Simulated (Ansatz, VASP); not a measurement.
## TiPt3: VASP beside Ansatz

```
Pt Ti
1.0
     3.92281    0.00000    0.00000
     0.00000    3.92281    0.00000
     0.00000    0.00000    3.92281
Pt Ti
3 1
Direct
  0.50000 0.50000 0.00000
  0.50000 0.00000 0.50000
  0.00000 0.50000 0.50000
  0.00000 0.00000 0.00000
```

Change from the starting cell: volume scaled by 1.02.

Alike in both runs: task single point; functional PBEsol; k mesh 7 × 7 × 7; occupations fermi-dirac, width 0.05 eV; no spin polarisation.

```csv
,VASP,Ansatz
version,VASP 6.6.1,Ansatz 0.2.0
potentials or method,"VASP PAW PBE potentials, release 64 (Pt, Ti_sv), cutoff 520 eV","all-electron LAPW, scalar-relativistic"
```

VASP gave:

```
gap on the k mesh at the Fermi level (eV) : none
pressure (GPa)                            : -4.8
```

What did Ansatz give for the same quantities?

gap on the k mesh at the Fermi level (eV): none; pressure (GPa): -4.6.

A gap of «none» marks a metal or a gap that the smearing closes. Ansatz ran all-electron here, so the differences hold the error of VASP's frozen core and of both bases.

Caveats: the PAW data sets were made with another functional, which shifts forces and pressure a little (VASP). Spin-orbit coupling is left out, which matters for the levels of Pt.
